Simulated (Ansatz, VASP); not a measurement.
# One calculation of Pt, two programs

```
Pt
1.0
     2.58775    0.00000    0.00000
     0.00000    2.58775    0.00000
     0.00000    0.00000    2.58775
Pt
1
Direct
  0.00000 0.00000 0.00000
```

Alike in both runs: functional PBEsol; k mesh 15 × 15 × 15; occupations fermi-dirac, width 0.1 eV; no spin polarisation.

Ansatz relaxed the structure, and its values are those at the end. VASP's run is a single point on that final structure, the one shown.

|  | VASP | Ansatz |
| --- | --- | --- |
| version | VASP 6.6.1 | Ansatz 0.2.0 |
| potentials or method | VASP PAW PBE potentials, release 64 (Pt) | PAW with Ansatz's default frozen-core files, scalar-relativistic |
| plane-wave cutoff (eV) | 520 | 420 |
| valence electrons in the cell | 10 | 18 |

```tsv
	VASP	Ansatz	Ansatz less VASP
pressure (GPa)	-0.4	0.0	+0.43
```

The functional is the same, so the differences come from potentials, cutoffs and numerics. The two sets of potentials don't hold the same shells in valence.

Caveats: the PAW data sets were made with another functional, which shifts forces and pressure a little (VASP). The runs have no spin-orbit coupling, so splittings on Pt are missing.
